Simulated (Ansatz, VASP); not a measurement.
One calculation of Mg, two programs

INCAR

```
SYSTEM = Mg
PREC     = Accurate       ! precision mode
ENCUT    = 520            ! plane-wave cutoff, eV
EDIFF    = 1E-7           ! SCF threshold, eV
ISMEAR   = 0              ! smearing method
SIGMA    = 0.1            ! smearing width, eV
LREAL    = .FALSE.        ! projectors in reciprocal space
LASPH    = .TRUE.         ! aspherical terms in the spheres
NELM     = 60             ! most SCF steps
ALGO     = Normal         ! electronic algorithm
ISIF     = 2              ! what is computed and relaxed
LWAVE    = .FALSE.        ! write WAVECAR
LCHARG   = .FALSE.        ! write CHGCAR
GGA      = PE             ! functional
NBANDS   = 7              ! bands
```

Contents of KPOINTS:

```
regular mesh
0
G
  6 6 6
  0 0 0
```

Contents of POSCAR:

```
Mg
1.0
    3.0502998005      0.0000000000      0.0000000000
   -1.5251499003      2.6416371164      0.0000000000
    0.0000000000      0.0000000000      3.0448375700
Mg
1
Direct
    0.0000000000      0.0000000000      0.0000000000
```

Input for Ansatz:

```yaml
crystal:
  lattice:
    - [3.0502998005, 0.0, 0.0]
    - [-1.5251499003, 2.6416371164, 0.0]
    - [0.0, 0.0, 3.04483757]
  atoms:
    - { symbol: Mg, position: [0.0, 0.0, 0.0] }
basis:
  ecutwfc: 420
kpoints:
  mp_grid: { grid: [6, 6, 6] }
hamiltonian:
  xc: pbe
scf:
  occupations: { method: gaussian, width: 0.1 }
  lower_state_search: "off"
output:
  forces: true
  stress: true
  eigenvalues: true
```

Alike in both runs: task single point; functional PBE; k mesh 6 × 6 × 6; occupations gaussian, width 0.1 eV; no spin polarisation.

```csv
,VASP,Ansatz
version,VASP 6.6.1,Ansatz 0.2.0
potentials or method,"VASP PAW PBE potentials, release 64 (Mg)","scalar-relativistic, plane waves, PAW"
plane-wave cutoff (eV),520,420
valence electrons in the cell,2,10
```

Ansatz gave:

```
gap on the k mesh at the Fermi level (eV)       : none
pressure (GPa)                                  : 1.0
largest component of the traceless stress (GPa) : 0.15
```

What did VASP give for the same quantities?

gap on the k mesh at the Fermi level (eV): none; pressure (GPa): 0.9; largest component of the traceless stress (GPa): 0.17.

A gap of «none» marks a metal or a gap that the smearing closes. The two sets of potentials don't hold the same shells in valence.

Caveats: the k mesh is coarse (spacing up to 0.40 Å⁻¹), so the values aren't converged.
